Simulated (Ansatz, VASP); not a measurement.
WSe2 in VASP and in Ansatz

```
CELL_PARAMETERS angstrom
3.28549 0.00000 0.00000
-1.64275 2.84532 0.00000
0.00000 0.00000 24.23865
ATOMIC_POSITIONS crystal
Se 0.33333 0.66667 0.18565
Se 0.33333 0.66667 0.32466
Se 0.33333 0.66667 0.46947
Se 0.33333 0.66667 0.60848
W 0.66667 0.33333 0.25516
W 0.66667 0.33333 0.53897
```

Alike in both runs: task single point; functional PBE; dispersion D3(BJ); k mesh 9 × 9 × 1; occupations gaussian, width 0.05 eV; no spin polarisation.

```csv
,VASP,Ansatz
version,VASP 6.6.1,Ansatz 0.2.0
potentials or method,"VASP PAW PBE potentials, release 64 (Se, W_sv)","scalar-relativistic, plane waves, PAW"
plane-wave cutoff (eV),520,420
valence electrons in the cell,52,92
```

|  | VASP | Ansatz | Ansatz less VASP |
| --- | --- | --- | --- |
| gap on the k mesh at the Fermi level (eV) | 1.50 | 1.50 | -0.001 |
| least direct gap on the mesh (eV) | 1.64 | 1.64 | +0.004 |
| rms of the force components (eV/Å) | 0.020 | 0.030 | +0.0101 |

The two sets of potentials don't hold the same shells in valence.

Caveats: spin-orbit coupling is left out, which moves the levels of the heavy elements.
